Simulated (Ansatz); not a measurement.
Ca, DFT, PBE, all-electron PAW with datasets made for the crystal, scalar-relativistic (Ansatz 0.2.0), run on 1 thread of Arm Neoverse N1 on a shared host.

The cell was built from the sc type and relaxed in the same program; it needn't be a known or the stable phase. The listed cell was then made from it by scaling, straining or moving an atom.

Command: `ansatz run input.yaml --threads 1 --pin off --max-ram 2048MiB --backend cpu --events-out ev --progress --plain --runs-dir out`

```yaml
crystal:
  lattice:
    - [3.5778710112, 0.0, 0.0]
    - [0.0, 3.5778710112, 0.0]
    - [0.0, 0.0, 3.5778710112]
  atoms:
    - { symbol: Ca, position: [0.0, 0.0, 0.0] }
kpoints:
  mp_grid: { grid: [13, 13, 13] }
scf:
  occupations: { method: fermi_dirac, width: 0.05 }
hamiltonian:
  xc: pbe
  pseudopotentials: { kind: all_electron, datasets: crystal }
output:
  forces: true
  stress: true
  eigenvalues: true
  efg: { contact_densities: true }
```

Problem. How large is the problem that the program sets up?

Solution. 84 irreducible k-points, 305 plane waves at Γ, 9 bands.

Problem. Estimate the wall time and the peak memory.

Solution. 7.3 s of wall time for 7 SCF iterations, with a peak of 0.29 GiB. Times on shared machines scatter by tens of per cent.

Problem. And the same cell and mesh by full-potential LAPW, asked for forces, stress, eigenvalues, on the same hardware?

Solution. 4.9 s, peak memory 0.21 GiB.

Problem. And the same cell and mesh by PAW with the default files, asked for forces, stress, eigenvalues, efg, on the same hardware?

Solution. 3.8 s, peak memory 0.3 GiB.
